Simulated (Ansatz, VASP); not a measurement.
**KBr: VASP beside Ansatz**

Contents of INCAR:

```
  PREC = Accurate
  ENCUT = 520
  EDIFF = 1E-6
  ISMEAR = 0
  SIGMA = 0.05
  LREAL = False
  LASPH = True
  NELM = 100
  ALGO = Normal
  ISIF = 2
  LWAVE = False
  LCHARG = True
  GGA = PS
  LELF = True
  LVHAR = True
  NBANDS = 15
```

File KPOINTS:

```
regular mesh
0
Gamma
  6 6 6
```

Contents of POSCAR:

```
KBr
1.0
    0.0000000000      3.2925000000      3.2925000000
    3.2925000000      0.0000000000      3.2925000000
    3.2925000000      3.2925000000      0.0000000000
K Br
1 1
Direct
    0.0000000000      0.0000000000      0.0000000000
    0.5000000000      0.5000000000      0.5000000000
```

Input for Ansatz:

```yaml
crystal:
  lattice:
    - [0.0, 3.2925, 3.2925]
    - [3.2925, 0.0, 3.2925]
    - [3.2925, 3.2925, 0.0]
  atoms:
    - { symbol: K, position: [0.0, 0.0, 0.0] }
    - { symbol: Br, position: [0.5, 0.5, 0.5] }
basis:
  ecutwfc: 420
kpoints:
  mp_grid: { grid: [6, 6, 6] }
hamiltonian:
  xc: pbesol
scf:
  occupations: { method: gaussian, width: 0.05 }
output:
  forces: true
  stress: true
  eigenvalues: true
```

Alike in both runs: task single point; functional PBEsol; k mesh 6 × 6 × 6; occupations gaussian, width 0.05 eV; no spin polarisation.

|  | VASP | Ansatz |
| --- | --- | --- |
| version | VASP 6.6.1 | Ansatz 0.2.0 |
| potentials or method | VASP PAW PBE potentials, release 64 (K_sv, Br) | scalar-relativistic, plane waves, PAW |
| plane-wave cutoff (eV) | 520 | 420 |
| valence electrons in the cell | 16 | 16 |

|  | VASP | Ansatz | Ansatz less VASP |
| --- | --- | --- | --- |
| gap on the k mesh at the Fermi level (eV) | 4.30 | 4.30 | +0.003 |
| least direct gap on the mesh (eV) | 4.30 | 4.30 | +0.003 |
| pressure (GPa) | -0.2 | -0.2 | -0.05 |

Caveats: the PAW data sets were made with another functional, which shifts forces and pressure a little (VASP).
